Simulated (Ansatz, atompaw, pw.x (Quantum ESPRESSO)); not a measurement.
# pw.x on fcc Ru: one setting changed

Potential: PAW, atompaw 4.2.0.5, PBEsol; core [Ar] 3d10, reference 4s2 4p6 4d7 5s1 5p0; waves: 4s (bound): rc 1.45 bohr; 5s (bound): rc 2.30 bohr; 4p (bound): rc 1.65 bohr; 5p (bound, empty): rc 1.75 bohr; 4d (bound): rc 2.30 bohr; 4d channel at 1.75 Ry: rc 2.30 bohr; local part: bessel scheme, radius 1.70 bohr; core correction: smooth core density matched at 1.70 bohr; augmentation: sinc compensation charge, radius 2.20 bohr; PAW radius 2.30 bohr; waves and projectors: custom rrkj gramschmidtortho.

The reference run (k-mesh 15³, cutoffs 70/700 Ry, Fermi–Dirac 0.01 Ry, mixing_beta 0.4, conv_thr 1e-9, no spin) gives 3.16 GPa at 13.350 Å³/atom, where all-electron LAPW gives 1.19 GPa. This run, with its own iteration cap, changes mixing_ndim to 4.

```
&control
  calculation='scf', prefix='x', pseudo_dir='./', outdir='./tmp', tstress=.true., disk_io='none'
/
&system
  ibrav=0, nat=1, ntyp=1, ecutwfc=70, ecutrho=700, nbnd=16,
  occupations='smearing', smearing='fd', degauss=0.01
/
&electrons
  conv_thr=1e-09, mixing_beta=0.4, electron_maxstep=70, mixing_ndim=4
/
ATOMIC_SPECIES
Ru 1.0 Ru.UPF
CELL_PARAMETERS angstrom
  0.00000000 1.88285593 1.88285593
  1.88285593 0.00000000 1.88285593
  1.88285593 1.88285593 0.00000000
ATOMIC_POSITIONS crystal
Ru 0.0000 0.0000 0.0000
K_POINTS automatic
15 15 15 0 0 0
```

```bash
pw.x < Ru.scf.in > Ru.scf.out
```

Task: How does the run end?

Result: It converges in 12 iterations; the free energy moves by +0.0 meV/atom and the pressure by +0.00 GPa. The result is that of the reference run.

```
Message from routine setup:
     using ibrav=0 with symmetry is DISCOURAGED, use correct ibrav instead
     lattice parameter (alat)  =       5.0319  a.u.
     unit-cell volume          =      90.0903 (a.u.)^3
     number of electrons       =        16.00
     number of Kohn-Sham states=           16
     kinetic-energy cutoff     =      70.0000  Ry
     charge density cutoff     =     700.0000  Ry
     scf convergence threshold =      1.0E-09
     Exchange-correlation= SLA PW PSX PSC
     number of k points=   120  Fermi-Dirac smearing, width (Ry)=  0.0100
     iteration #  1     ecut=    70.00 Ry     beta= 0.40
     total energy              =    -427.01808719 Ry
     estimated scf accuracy    <       0.10574991 Ry
     iteration #  2     ecut=    70.00 Ry     beta= 0.40
     total energy              =    -427.04036119 Ry
     estimated scf accuracy    <       0.00668724 Ry
     iteration #  3     ecut=    70.00 Ry     beta= 0.40
     total energy              =    -427.04140686 Ry
     estimated scf accuracy    <       0.00632877 Ry
     iteration #  4     ecut=    70.00 Ry     beta= 0.40
     total energy              =    -427.03888374 Ry
     estimated scf accuracy    <       0.08983927 Ry
     iteration #  5     ecut=    70.00 Ry     beta= 0.40
     total energy              =    -427.04546445 Ry
     estimated scf accuracy    <       0.00014559 Ry
     iteration #  6     ecut=    70.00 Ry     beta= 0.40
     c_bands:  1 eigenvalues not converged
     total energy              =    -427.04555482 Ry
     estimated scf accuracy    <       0.00000655 Ry
     iteration #  7     ecut=    70.00 Ry     beta= 0.40
     total energy              =    -427.04555702 Ry
     estimated scf accuracy    <       0.00000084 Ry
     iteration #  8     ecut=    70.00 Ry     beta= 0.40
     total energy              =    -427.04555698 Ry
     estimated scf accuracy    <       0.00000359 Ry
     iteration #  9     ecut=    70.00 Ry     beta= 0.40
     total energy              =    -427.04555715 Ry
     estimated scf accuracy    <       0.00000001 Ry
     iteration # 10     ecut=    70.00 Ry     beta= 0.40
     total energy              =    -427.04555716 Ry
     estimated scf accuracy    <          1.8E-09 Ry
     iteration # 11     ecut=    70.00 Ry     beta= 0.40
     total energy              =    -427.04555716 Ry
     estimated scf accuracy    <       0.00000001 Ry
     iteration # 12     ecut=    70.00 Ry     beta= 0.40
     the Fermi energy is    23.0269 ev
!    total energy              =    -427.04555716 Ry
     estimated scf accuracy    <          2.3E-10 Ry
     smearing contrib. (-TS)   =      -0.00444691 Ry
     The total energy is F=E-TS. E is the sum of the following terms:
     one-electron contribution =     -27.10009479 Ry
     hartree contribution      =      34.02908471 Ry
     xc contribution           =     -20.60501395 Ry
     ewald contribution        =    -164.93783418 Ry
     one-center paw contrib.   =    -248.42725204 Ry
     convergence has been achieved in  12 iterations
          total   stress  (Ry/bohr**3)                   (kbar)     P=       31.58
     Message from routine punch:
     Nothing written, as per user request (disk_io='none')
```

The run took about 20 s on one core of a shared host (AMD EPYC 9R45 96-Core Processor, 96 threads, 376 GiB, load 21).
